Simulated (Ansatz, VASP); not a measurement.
## Ag in VASP and in Ansatz

```xyz
2
Lattice="2.8904 0.0000 0.0000 -1.4452 2.5032 0.0000 0.0000 0.0000 4.7253" Properties=species:S:1:pos:R:3 pbc="T T T"
Ag    1.4452    0.8344    3.5439
Ag    0.0000    1.6688    1.1813
```

Change from the starting cell: volume scaled by 0.96.

Alike in both runs: task single point; functional PBE; k mesh 10 × 10 × 6; occupations fermi-dirac, width 0.05 eV; no spin polarisation.

```csv
,VASP,Ansatz
version,VASP 6.6.1,Ansatz 0.2.0
potentials or method,"VASP PAW PBE potentials, release 64 (Ag)",Ansatz PAW
plane-wave cutoff (eV),520,420
valence electrons in the cell,22,38
```

VASP gave:

- gap on the k mesh at the Fermi level (eV): none
- pressure (GPa): 4.7
- largest component of the traceless stress (GPa): 0.44

Estimate Ansatz's values.

gap on the k mesh at the Fermi level (eV): none; pressure (GPa): 4.9; largest component of the traceless stress (GPa): 0.43.

A gap of «none» marks a metal or a gap that the smearing closes. With one functional, cell and mesh, what is left measures potentials, basis and numerics. The two sets of potentials don't hold the same shells in valence.
